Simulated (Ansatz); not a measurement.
The system is BaTiO3.

```xyz
5
Lattice="3.9998 0.0000 0.0000 0.0000 3.9998 0.0000 0.0000 0.0000 4.0180" Properties=species:S:1:pos:R:3 pbc="T T T"
Ba    0.0000    0.0000    0.0000
Ti    1.9999    1.9999    1.9688
O     0.0000    1.9999    2.0773
O     1.9999    0.0000    2.0773
O     1.9999    1.9999    0.0763
```

Base run:

| Item | Value |
| --- | --- |
| Program | Ansatz 0.2.0 |
| Functional | PBE |
| Potentials or basis | Ansatz PAW |
| Cutoff | 420 eV (not typed: the program's choice for these potentials) |
| k mesh | 7 × 7 × 7 |
| Occupations | fermi-dirac, width 0.05 eV |
| Spin | no spin polarisation |
| Hubbard terms | Ti d U = 1 eV |

Its results: band gap on the k mesh 2.03 eV, indirect (least direct gap 2.20 eV); pressure 2.7 GPa; largest force 0.264 eV/Å.

Task: The run is repeated on the same cell with these changes: hubbard terms from Ti d U = 1 eV to Ti d U = 5 eV. What comes out?

Result: Band gap on the k mesh 2.54 eV, indirect (least direct gap 2.73 eV); pressure 4.1 GPa; largest force 0.169 eV/Å.

Caveats: the k mesh misses the band edges, so the gap on the mesh is wider than the one along the path; spin-orbit coupling is left out, which moves the levels of the heavy elements.
